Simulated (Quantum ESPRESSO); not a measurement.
Runs of Quantum ESPRESSO 7.5 on HfO2. Symmetry: Fm-3m, No. 225, cubic system. Conventional cell: a = 5.115 Å, b = 5.115 Å, c = 5.115 Å, α = 90.00°, β = 90.00°, γ = 90.00°. Hf (site symmetry m-3m) is surrounded by 8 O at 2.21 Å. Around O (site symmetry -43m) lie 4 Hf at 2.21 Å. Measurements of this composition are mostly on another form, of space group No. 14.

```tsv
task	level	potentials or basis	U	cutoff (eV)	hubbard projectors	mixing beta	gap on the mesh (eV)	pressure (GPa)
single point	PBE+U	SSSP 1.3 efficiency PBE	Hf d U = 2 eV	816	ortho-atomic	0.3	4.18	(b)
single point	PBE+U	SSSP 1.3 efficiency PBE	Hf d U = 3 eV	816	ortho-atomic	0.3	(a)	-0.3
single point	PBE+U	SSSP 1.3 efficiency PBE	Hf d U = 1 eV	816	ortho-atomic	0.3	4.01	-3.1
band structure	RPBE	SG15 PBE 1.2	-	1197	-	0.5	3.94	3.6
single point	PBE+U	SSSP 1.3 efficiency PBE	Hf d U = 5 eV	816	ortho-atomic	0.3	4.74	2.8
single point	PBE+U	SSSP 1.3 efficiency PBE	Hf d U = 8 eV	816	ortho-atomic	0.3	5.19	7.9
single point	PBE	SSSP 1.3 efficiency PBE	-	816	ortho-atomic	0.5	3.85	-4.4
single point	PBE+U	SSSP 1.3 efficiency PBE	Hf d U = 6 eV	816	ortho-atomic	0.3	4.95	4.5
```

Alike in all rows: no spin polarisation; cell as given; k mesh 9 × 9 × 9; smearing fermi-dirac 0.05 eV.

Estimate the missing entries.

(a) 4.35; (b) -1.7.

Caveats: spin-orbit coupling is left out, which moves the levels of the heavy elements; an odd mesh through Γ misses points on the zone boundary, where band edges often lie (some runs); the potentials were made for another functional, which shifts forces and pressure (some runs); the mesh misses the band edges, which the band path finds closer together (some runs).

A k mesh can miss the band edges, and the runs leave out spin-orbit coupling on Hf.

The runs don't all hold the same shells in valence.
